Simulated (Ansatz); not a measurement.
# TiNi: how the settings move a single-point run

How sensitive is a single-point run of TiNi to its settings? A reference run comes first, then one run with altered input.

Program: Ansatz 0.2.0. Level of theory: reference: DFT, r2SCAN, PAW with Ansatz's default frozen-core files, scalar-relativistic. These are calculated values, not measurements.

1 further run of the same task is left out (it didn't finish).

**1. The system as given**

The structure is cubic, space group Pm-3m (No. 221). The conventional cell has a = 2.988 Å, b = 2.988 Å, c = 2.988 Å, α = 90.00°, β = 90.00°, γ = 90.00°. Ti (site symmetry m-3m) has 8 Ni at 2.59 Å as nearest neighbours. Ni (site symmetry m-3m) is surrounded by 8 Ti at 2.59 Å.

Coordinates:

```xyz
2
Lattice="2.9881 0.0000 0.0000 0.0000 2.9881 0.0000 0.0000 0.0000 2.9881" Properties=species:S:1:pos:R:3 pbc="T T T"
Ti    1.4940    1.4940    1.4940
Ni    0.0000    0.0000    0.0000
```

**2. Baseline**

Input file input.yaml:

```yaml
crystal:
  lattice:
    - [2.98806613, 0.0, 0.0]
    - [0.0, 2.98806613, 0.0]
    - [0.0, 0.0, 2.98806613]
  atoms:
    - { symbol: Ti, position: [0.5, 0.5, 0.5] }
    - { symbol: Ni, position: [0.0, 0.0, 0.0] }
kpoints:
  mp_grid: { grid: [11, 11, 11] }
scf:
  occupations: { method: fermi_dirac, width: 0.05 }
  lower_state_search: "off"
hamiltonian:
  xc: r2scan
  pseudopotentials: { kind: paw }
output:
  forces: true
  stress: true
  eigenvalues: true
  populations: true
  dos: { projected: true, de: 0.1, e_range: [-8, 5] }
```

On the command line:

```sh
> ansatz run input.yaml --threads 1 --pin off --max-ram 3072MiB --backend cpu --events-out ev --progress --plain --runs-dir out
```

From the output:

```text
[...]
Basis set: ecut = 500 eV, 691 PW (Γ), exchange–correlation on 96×96×96 points (64 copies of the dense FFT grid, shifted against one another)
[...]
k-points: 56 of 1331
[...]
SCF iter   1: F=-8349.432010 eV  HF=-8350.368909 eV  |F-HF|=9.37e-1  |Δ(HF+E_count)|=         —  Δρ=6.28e-2  dr2=1.10e0  dr2_τ=6.56e-2  ethr=1.77e-3  ⟨swp⟩=3.3  Hψ=4297  notcnv=0
preconditioner: auto → none  [metal: Δε(μ)=0.047 eV  Ē_g=4.635 eV  σ=0.050 eV  W_gap=0.23  n_scr=6 (ndim 8)  ℏωp=26.9 eV  f_vac=0.000  D(μ)=1.65/eV (n_scr^D=18)  sad-step TF]
SCF iter   2: F=-8346.456169 eV  HF=-8350.603236 eV  |F-HF|=4.15e0  |Δ(HF+E_count)|=   2.34e-1  Δρ=1.42e-1  dr2=4.22e0  dr2_τ=6.76e-2  ethr=1.77e-3  ⟨swp⟩=2.8  Hψ=2423  notcnv=0  recentre
[...]
SCF iter   9: F=-8350.341917 eV  HF=-8350.341917 eV  |F-HF|=1.79e-7  |Δ(HF+E_count)|=   4.82e-9  Δρ=2.96e-5  dr2=2.03e-7  dr2_τ=1.32e-9  ethr=3.33e-10  ⟨swp⟩=4.7  Hψ=3837  notcnv=0
SCF iter  10: F=-8350.341917 eV  HF=-8350.341917 eV  |F-HF|=2.68e-9  |Δ(HF+E_count)|=   9.09e-9  Δρ=3.88e-6  dr2=3.26e-9  dr2_τ=2.61e-11  ethr=3.33e-10  ⟨swp⟩=4.7  Hψ=3828  notcnv=0
[...]
SCF converged after 10 iterations
Free energy (F): -8350.341917 eV
[...]
E sigma→0 (E₀):  -8350.330651 eV
[...]
Fermi energy:    16.413584 eV
[...]
  P = ⅓ Tr σ = 0.2459 GPa (2.459 kbar)
[...]
```

It took 6.6 s on 1 thread of Arm Neoverse V1, shared host; peak memory 0.39 GiB.

**3. Variant: mixing.algorithm broyden, mixing.beta 0.2, mixing.ndim 2**

input.yaml, as its differences from that of step 2:

```diff
@@ -13,2 +13,3 @@
   lower_state_search: "off"
+  mixing: { algorithm: broyden, beta: 0.2, ndim: 2 }
 hamiltonian:
@@ -21,2 +22 @@
   populations: true
-  dos: { projected: true, de: 0.1, e_range: [-8, 5] }
```

On the command line:

```sh
> ansatz run input.yaml --threads 1 --pin off --max-ram 3072MiB --backend cpu --events-out ev --progress --plain --runs-dir out
```

Output, shortened:

```text
[...]
Pseudopotentials: kind: paw
Pseudopotential: Ti, paw, valence charge 12, recommended cutoff 500 eV (meta_gga)
Pseudopotential: Ni, paw, valence charge 18, recommended cutoff 500 eV (meta_gga)
Functional definition: r2SCAN
[...]
Crystal: 2 atoms, lattice volume = 26.679 Å³
Basis set: ecut = 500 eV, 691 PW (Γ), exchange–correlation on 96×96×96 points (64 copies of the dense FFT grid, shifted against one another)
Bands: 19, of which v1, the nominal top of the filled ones, is band 15 counted from 1 (14 counted from 0)
Symmetry: 48 space group operations
Space group: Pm-3m (ITA 221), of the structure as read, at distance tolerance 3.0e-5 Å
k-points: 56 of 1331
[...]
SCF iter   1: F=-8349.432010 eV  HF=-8350.368909 eV  |F-HF|=9.37e-1  |Δ(HF+E_count)|=         —  Δρ=6.28e-2  dr2=1.10e0  dr2_τ=6.56e-2  ethr=1.77e-3  ⟨swp⟩=3.3  Hψ=4297  notcnv=0
[...]
SCF iter  14: F=-8350.341917 eV  HF=-8350.341917 eV  |F-HF|=6.18e-9  |Δ(HF+E_count)|=   2.69e-6  Δρ=1.76e-5  dr2=7.19e-8  dr2_τ=2.51e-9  ethr=3.33e-10  ⟨swp⟩=4.1  Hψ=5397  notcnv=0
[...]
SCF converged after 14 iterations
Stability not checked: this state was not tested for a lower state beside it, because the mixer in use, unlike msr1, does not test its closes by its own steps (another_mixer; see scf.mixing.algorithm and scf.lower_state_search)
Free energy (F): -8350.341917 eV
[...]
E sigma→0 (E₀):  -8350.330652 eV
Entropy (-TS):   -0.022529 eV (-11.265 meV/atom)
Fermi energy:    16.413507 eV
[...]
--- Forces (eV/Å), atoms counted from 1 ---
  atom   1  Ti     0.00000000    -0.00000000    -0.00000000
  atom   2  Ni    -0.00000000    -0.00000000    -0.00000000
[...]
--- Stress (GPa, compression-positive) ---
        0.247221       0.000000       0.000000
        0.000000       0.247221       0.000000
        0.000000       0.000000       0.247221
  P = ⅓ Tr σ = 0.2472 GPa (2.472 kbar)
--- Band table (eV; the first three rows and the last of 56) ---
  k-point 0: bands = ["-90.7549", "-49.6605", "-49.6605", "-49.6605", "-43.2097", "-18.2446", "-18.2446", "-18.2446", "8.0872", "12.3619", "12.3619", "14.3677", "14.3677", "14.3677", "16.9678", "16.9678", "19.1281", "19.1281", "19.1281"]
[...]
--- Löwdin populations: 2 sites ---
  site symbol       q [e]
     0     Ti     11.8074
     1     Ni     17.7999
  spilling = 0.013089 (of n_electrons = 30.000000)
```

Wall time 7.5 s (1 thread of Arm Neoverse V1, shared host); peak memory 0.39 GiB.

The changed mixing doesn't alter the result here (within 0.5 meV/atom).

**4. All runs together**

| run | ending | energy change | pressure (GPa) | gap (eV) | force (eV/Å) | cycles | time |
| --- | --- | --- | --- | --- | --- | --- | --- |
| reference | converged | 0 | 0.2 | 0.00 | 0.00 | 10 | 6.6 s |
| 1: mixing.algorithm broyden, mixing.beta 0.2, mixing.ndim 2 | converged | 0.0 meV/atom | 0.2 | 0.00 | 0.00 | 14 | 7.5 s |

Times don't compare one to one where runs were asked for different outputs or read a saved state (see the inputs); cycles may leave out searches for a lower state.

Residual by cycle in the longest SCF loop of each run; runs are numbered as in the table. The quantity is the density residual dr2, in eV.

```
cycle  reference   run 1
    1        1.1     1.1
    2       4.22   0.035
    3       0.14  0.0349
    5    0.00403  8.5e-4
    6     1.7e-4  5.4e-4
    7     7.7e-6  1.7e-4
    8     5.7e-7  9.8e-5
    9     2.0e-7  6.1e-5
   10     3.3e-9  2.5e-5
   12          -  9.0e-7
   13          -  7.5e-7
   14          -  7.2e-8
```

**Reading.** The changed mixing doesn't alter the result here (within 0.5 meV/atom).
